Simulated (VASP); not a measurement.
SnO$_{2}$ (fluorite): a PBEsol single-point calculation in VASP

INCAR

```
LWAVE = .FALSE.
NSW = 0
GGA = PS
ISIF = 2
ISMEAR = 0
LASPH = .TRUE.
ENCUT = 520
NELM = 120
NBANDS = 20
IBRION = -1
PREC = Accurate
EDIFF = 1E-7
LREAL = .FALSE.
LCHARG = .FALSE.
SIGMA = 0.01
```

KPOINTS

```
KPOINTS created by Atomic Simulation Environment
0
Gamma
8 8 8
0 0 0
```

KPOINTS_OPT

```
special points
6
Reciprocal
0.0000000000 0.0000000000 0.0000000000 1
0.5000000000 0.0000000000 0.5000000000 1
0.5000000000 0.2500000000 0.7500000000 1
0.3750000000 0.3750000000 0.7500000000 1
0.5000000000 0.5000000000 0.5000000000 1
0.6250000000 0.2500000000 0.6250000000 1
```

POSCAR

```
Sn O
 1.0000000000000000
     0.0000000000000000    2.5334669720086236    2.5334669720086236
     2.5334669720086236    0.0000000000000000    2.5334669720086236
     2.5334669720086236    2.5334669720086236    0.0000000000000000
 Sn  O
   1   2
Cartesian
 -0.0000000000000000  0.0000000000000000  0.0000000000000000
  1.2667334860043118  1.2667334860043118  1.2667334860043118
  3.8002004580129354  3.8002004580129354  3.8002004580129354
```

VASP ran with the recommended PBE PAW datasets (26 valence electrons in the cell).

Command

```
mpirun -np 1 vasp_std
```

From OUTCAR

```
k-points           NKPTS =     29   k-points in BZ     NKDIM =     29   number of bands    NBANDS=     20

   NELECT =      26.0000    total number of electrons

   dimension x,y,z NGX =    28 NGY =   28 NGZ =   28
   dimension x,y,z NGXF=    56 NGYF=   56 NGZF=   56

  energy-cutoff  :      520.00
  volume of cell :       32.52
      direct lattice vectors                 reciprocal lattice vectors
     0.000000000  2.533466972  2.533466972    -0.197358010  0.197358010  0.197358010
     2.533466972  0.000000000  2.533466972     0.197358010 -0.197358010  0.197358010
     2.533466972  2.533466972  0.000000000     0.197358010  0.197358010 -0.197358010

 k-points in reciprocal lattice and weights: KPOINTS created by Atomic Simulation Env
   0.00000000  0.00000000  0.00000000       0.002
   0.12500000  0.00000000  0.00000000       0.016
   0.25000000  0.00000000  0.00000000       0.016
   0.37500000  0.00000000  0.00000000       0.016
   0.50000000  0.00000000  0.00000000       0.008
   0.12500000  0.12500000  0.00000000       0.012
   0.25000000  0.12500000  0.00000000       0.047
   0.37500000  0.12500000  0.00000000       0.047
   ...

 E-fermi :   7.9453

 k-point     1 :       0.0000    0.0000    0.0000
  band No.  band energies     occupation
      1     -12.5514      2.00000
      2     -12.5514      2.00000
      3     -12.5514      2.00000
      4     -12.3851      2.00000
      5     -12.3851      2.00000
      6     -11.8123      2.00000
      7      -7.7682      2.00000
      8       4.9411      2.00000
      9       4.9411      2.00000
     10       4.9411      2.00000
     11       6.4804      2.00000
     12       6.4804      2.00000
     13       6.4804      2.00000
     14       8.1022      0.00000
     15      14.8560      0.00000
     16      14.8560      0.00000
     17      14.8560      0.00000
     18      21.1056      0.00000
     19      23.0405      0.00000
     20      23.0405      0.00000

 k-point     2 :       0.1250    0.0000    0.0000
  band No.  band energies     occupation
      1     -12.6224      2.00000
      2     -12.5384      2.00000
      3     -12.5384      2.00000
      4     -12.3855      2.00000
      5     -12.3855      2.00000
      6     -11.6405      2.00000
      7      -7.7553      2.00000
      8       4.3545      2.00000
      9       4.8535      2.00000
     10       4.8535      2.00000
     11       5.5697      2.00000
     12       6.3701      2.00000
     13       6.3701      2.00000
     14       9.4522      0.00000
     15      14.7168      0.00000
     16      15.2538      0.00000
     17      15.2538      0.00000
     18      22.1886      0.00000
     19      23.0904      0.00000
     20      23.0904      0.00000

 k-point     3 :       0.2500    0.0000    0.0000
  band No.  band energies     occupation
      1     -12.8125      2.00000
      2     -12.5138      2.00000
      3     -12.5138      2.00000
      4     -12.3793      2.00000
      5     -12.3793      2.00000
      6     -11.1014      2.00000
      7      -7.8556      2.00000
      8       3.0992      2.00000
      9       4.6596      2.00000
     10       4.6596      2.00000
     11       4.7628      2.00000
     12       6.1065      2.00000
     13       6.1065      2.00000
     14      11.1789      0.00000
     15      14.8408      0.00000
     16      16.3026      0.00000
     17      16.3026      0.00000
     18      23.2027      0.00000
     19      23.2027      0.00000
     20      23.9258      0.00000

 k-point     4 :       0.3750    0.0000    0.0000
  band No.  band energies     occupation
      1     -12.9987      2.00000
      2     -12.5019      2.00000
      3     -12.5019      2.00000
      4     -12.3598      2.00000
      5     -12.3598      2.00000
      6     -10.2796      2.00000
      7      -8.2926      2.00000
      8       2.2185      2.00000
      9       4.1601      2.00000
     10       4.4873      2.00000
     11       4.4873      2.00000
     12       5.8462      2.00000
     13       5.8462      2.00000
     14      12.3520      0.00000
     15      15.4295      0.00000
     16      17.5717      0.00000
     17      17.5717      0.00000
     18      23.2175      0.00000
     19      23.2175      0.00000
     20      23.8082      0.00000

 k-point     5 :       0.5000    0.0000    0.0000
  band No.  band energies     occupation
      1     -13.0729      2.00000
      2     -12.5005      2.00000
      3     -12.5005      2.00000
      4     -12.3481      2.00000
      5     -12.3481      2.00000
      6      -9.6079      2.00000
      7      -8.8274      2.00000
      8       1.9396      2.00000
      9       3.9192      2.00000
     10       4.4214      2.00000
     11       4.4214      2.00000
     12       5.7391      2.00000
     13       5.7391      2.00000
     14      12.7649      0.00000
     15      15.7822      0.00000
     16      18.2237      0.00000
     17      18.2237      0.00000
     18      23.1252      0.00000
     19      23.1252      0.00000
     20      23.4123      0.00000

 k-point     6 :       0.1250    0.1250    0.0000
  band No.  band energies     occupation
      1     -12.6486      2.00000
      2     -12.5264      2.00000
      3     -12.5264      2.00000
      4     -12.3957      2.00000
      5     -12.3780      2.00000
      6     -11.5996      2.00000
      7      -7.7346      2.00000
      8       4.3773      2.00000
      9       4.3773      2.00000
     10       4.6278      2.00000
     11       5.3038      2.00000
     12       6.7339      2.00000
     13       6.7339      2.00000
     14       9.5373      0.00000
     15      14.1703      0.00000
     16      15.6458      0.00000
     17      15.6458      0.00000
     18      22.1010      0.00000
     19      23.2260      0.00000
     20      23.3358      0.00000

 k-point     7 :       0.2500    0.1250    0.0000
  band No.  band energies     occupation
      1     -12.7703      2.00000
      2     -12.5310      2.00000
      3     -12.4992      2.00000
      4     -12.4037      2.00000
      5     -12.3693      2.00000
      6     -11.1985      2.00000
      7      -7.7573      2.00000
      8       3.0386      2.00000
      9       3.9628      2.00000
     10       4.1091      2.00000
     11       5.5969      2.00000
     12       6.4826      2.00000
     13       6.7789      2.00000
     14      10.7889      0.00000
     15      14.0890      0.00000
     16      16.4673      0.00000
     17      16.6292      0.00000
     18      22.0355      0.00000
     19      23.4499      0.00000
     20      24.8695      0.00000

 k-point     8 :       0.3750    0.1250    0.0000
  band No.  band energies     occupation
      1     -12.9275      2.00000
      2     -12.5503      2.00000
      3     -12.4829      2.00000
      4     -12.3997      2.00000
      5     -12.3540      2.00000
      6     -10.4582      2.00000
      7      -8.0547      2.00000
      8       1.8899      2.00000
      9       3.6845      2.00000
     10       3.7600      2.00000
     11       5.5818      2.00000
     12       6.0999      2.00000
     13       6.5791      2.00000
     14      11.9772      0.00000
     15      14.9050      0.00000
     16      17.3689      0.00000
     17      17.8125      0.00000
     18      21.5015      0.00000
     19      23.6189      0.00000
     20      25.6675      0.00000

 k-point     9 :       0.5000    0.1250    0.0000
  band No.  band energies     occupation
      1     -13.0242      2.00000
      2     -12.5619      2.00000
      3     -12.4807      2.00000
      4     -12.3850      2.00000
      5     -12.3479      2.00000
      6      -9.5966      2.00000
      7      -8.6826      2.00000
      8       1.3477      2.00000
      9       3.4892      2.00000
     10       3.8635      2.00000
     11       4.9974      2.00000
     12       6.2625      2.00000
     13       6.3298      2.00000
     14      12.6173      0.00000
     15      15.8257      0.00000
     16      17.9823      0.00000
     17      18.4989      0.00000
     18      20.9775      0.00000
     19      23.3949      0.00000
     20      25.6777      0.00000

 k-point    10 :      -0.3750    0.1250    0.0000
  band No.  band energies     occupation
      1     -12.9947      2.00000
      2     -12.5707      2.00000
      3     -12.4826      2.00000
      4     -12.3754      2.00000
      5     -12.3661      2.00000
      6      -9.8257      2.00000
      7      -8.5052      2.00000
      8       1.4399      2.00000
      9       3.6754      2.00000
     10       4.2851      2.00000
     11       4.5248      2.00000
     12       5.9338      2.00000
     13       6.6704      2.00000
     14      12.5221      0.00000
     15      15.7599      0.00000
     16      17.9538      0.00000
     17      18.0394      0.00000
     18      21.2106      0.00000
     19      23.1602      0.00000
     20      25.8445      0.00000

 ...

  Total        0.5764435      0.5764435      0.5764435      0.0000000      0.0000000     -0.0000000
  in kB       28.3982504     28.3982504     28.3982504      0.0000000      0.0000000     -0.0000000
  external PRESSURE =      28.3982504 kB  Pullay stress =       0.0000000 kB

 POSITION                                       TOTAL-FORCE (eV/Angst)
 -----------------------------------------------------------------------------------
      0.00000      0.00000      0.00000         0.000000     -0.000000      0.000000
      1.26673      1.26673      1.26673        -0.000000      0.000000     -0.000000
      3.80020      3.80020      3.80020        -0.000000      0.000000     -0.000000
 -----------------------------------------------------------------------------------
    total drift:                               -0.000000     -0.000000      0.000000

  FREE ENERGIE OF THE ION-ELECTRON SYSTEM (eV)
  ---------------------------------------------------
  free  energy   TOTEN  =       -19.1706743088 eV

  energy  without entropy=      -19.1706743088  energy(sigma->0) =      -19.17067431
```

```json
{"gap between bands v and c": "0.20 eV", "least direct gap": "1.62 eV", "pressure": "2.8 GPa"}
```

Band v is the last that the valence electrons fill when counted band by band, and c is the next.

The run took about 10 s on one core of a shared host (Intel Xeon 6975P-C) and held 0.16 GiB at most.
